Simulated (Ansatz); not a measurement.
Runs of Ansatz 0.2.0 on TiC. Symmetry: Fm-3m, No. 225, cubic system. The conventional cell has a = 4.331 Å, b = 4.331 Å, c = 4.331 Å, α = 90.00°, β = 90.00°, γ = 90.00°. Ti (site symmetry m-3m) has 6 C at 2.17 Å as nearest neighbours. C (site symmetry m-3m) has 6 Ti at 2.17 Å as nearest neighbours. The cell is a database's computed one.

```csv
task,level,potentials or basis,smearing,gap on the mesh (eV),pressure (GPa),V0 of scaled cells (Å³/atom),B0 (GPa)
equation of state,PBE+D3(BJ),Ansatz PAW,fermi-dirac 0.05 eV,-,-,9.88,(a)
single point,PBE,Ansatz PAW,gaussian 0.025 eV,none,0.3,-,-
single point,PBE,Ansatz PAW,gaussian 0.026 eV,none,0.3,-,-
single point,PBE,Ansatz PAW,gaussian 0.02 eV,none,0.3,-,-
equation of state,PBE,Ansatz PAW soft_1,fermi-dirac 0.05 eV,-,-,10.17,250
```

Alike in all rows: no spin polarisation; cell as given; k mesh 11 × 11 × 11; cutoff (eV) 420.

Problem. Estimate the missing entries.

Solution. (a) 265.

A k mesh can miss the band edges.

A gap of «none» marks a metal or a gap under the smearing width.

Not every run made on this cell is shown here.
